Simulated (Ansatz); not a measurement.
# How Au stores the work of compression

Level of theory: DFT r2SCAN, scalar-relativistic, plane waves, PAW (Ansatz 0.2.0). (500 eV cutoff, 16×16×10 k-mesh, Gaussian smearing of 0.10 eV, no spin polarisation)

The relaxed crystal:

```
Au
1.0
     1.41993   -2.55070    0.00000
     1.41993    2.55070    0.00000
     0.00000    0.00000    4.85684
Au
2
Direct
  0.66415 0.33585 0.25000
  0.33585 0.66415 0.75000
```

Cell and atoms were relaxed at each target pressure within the start's symmetry (Cmcm), at zero temperature; other phases can be more stable under pressure. H = E + PV with P the target; E is the free energy at the smearing used, whose derivative the pressure is, per atom and counted from zero pressure. The mesh named is that at zero pressure; some other pressures ran on another.

Spin–orbit coupling is left out, which can shift energies with elements as heavy as these.

| P (GPa) | V (Å³/atom) | E − E0 (meV) | H − H0 (meV) |
| --- | --- | --- | --- |
| 0 | 17.591 | 0.0 | 0.0 |
| 3 | 17.261 | 3.0 | 326.2 |
| 8 | 16.795 | 18.7 | 857.3 |
| 15 | 16.251 | 57.3 | 1578.7 |
| 30 | 15.366 | 178.8 | 3056.0 |
| 60 | 14.194 | 499.5 | 5815.2 |

**Question.** Thermodynamics gives dH/dP = V along a relaxed path. Integrate V over P by the trapezoid rule and compare with the computed enthalpies.

**Answer.** With 1 eV/Å³ = 160.22 GPa, each step adds the mean volume times ΔP / 160.22:
```
P (GPa)  ∫V dP (meV) H − H0 (meV) difference (meV)
      3        326.3         326.2               0.1
      8        857.7         857.3               0.4
     15       1579.6        1578.7               0.9
     30       3059.6        3056.0               3.6
     60       5827.1        5815.2              12.0
```

V(P) curves upward, so the trapezoid rule runs high; integrating a smooth curve through the same points (P as a polynomial of degree 4 in ln V) puts that excess at about 11.8 meV at 60 GPa, against the 12.0 meV found.

**Question.** At 60 GPa, how much of the enthalpy change is stored energy and how much is the PV term?

**Answer.** E rises by 499 meV/atom and PV is 60 × 14.194 / 160.22 = 5316 meV/atom, so PV makes 91 % of ΔH. So between rival structures at high pressure a small difference in volume can outweigh the difference in energy: 1 % of this volume is worth 53.2 meV/atom at this pressure.

**Question.** What bulk modulus do the lowest pressures give?

**Answer.** From the pressures that the runs reached, -3.01 GPa (17.968 Å³) and 3.00 GPa (17.261 Å³), B = −ΔP/Δln V = 6.01 / 0.0402 = 150 GPa, a mean over that range.

This form isn't the element's structure at ambient conditions.